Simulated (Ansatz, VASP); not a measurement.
Cu: VASP beside Ansatz

```
Cu
1.0
    -1.44769    1.44769    1.36931
     1.44769   -1.44769    1.36931
     1.44769    1.44769   -1.36931
Cu
1
Direct
  0.00000 0.00000 0.00000
```

Alike in both runs: functional r2SCAN; k mesh 20 × 20 × 20; occupations gaussian, width 0.1 eV; no spin polarisation.

Ansatz relaxed the structure, and its values are those at the end. VASP's run is a single point on that final structure, the one shown.

|  | VASP | Ansatz |
| --- | --- | --- |
| version | VASP 6.6.1 | Ansatz 0.2.0 |
| potentials or method | VASP PAW PBE potentials, release 64 (Cu) | scalar-relativistic, plane waves, PAW |
| plane-wave cutoff (eV) | 520 | 500 |
| valence electrons in the cell | 11 | 19 |

Ansatz gave:

| Item | Value |
| --- | --- |
| gap on the k mesh at the Fermi level (eV) | none |
| pressure (GPa) | 0.0 |

Task: Estimate VASP's values.

Result: gap on the k mesh at the Fermi level (eV): none; pressure (GPa): 0.7.

A gap of «none» marks a metal or a gap that the smearing closes. With one functional, cell and mesh, what is left measures potentials, basis and numerics. The two sets of potentials don't hold the same shells in valence.

Caveats: the PAW data sets were made with another functional, which shifts forces and pressure a little (VASP).
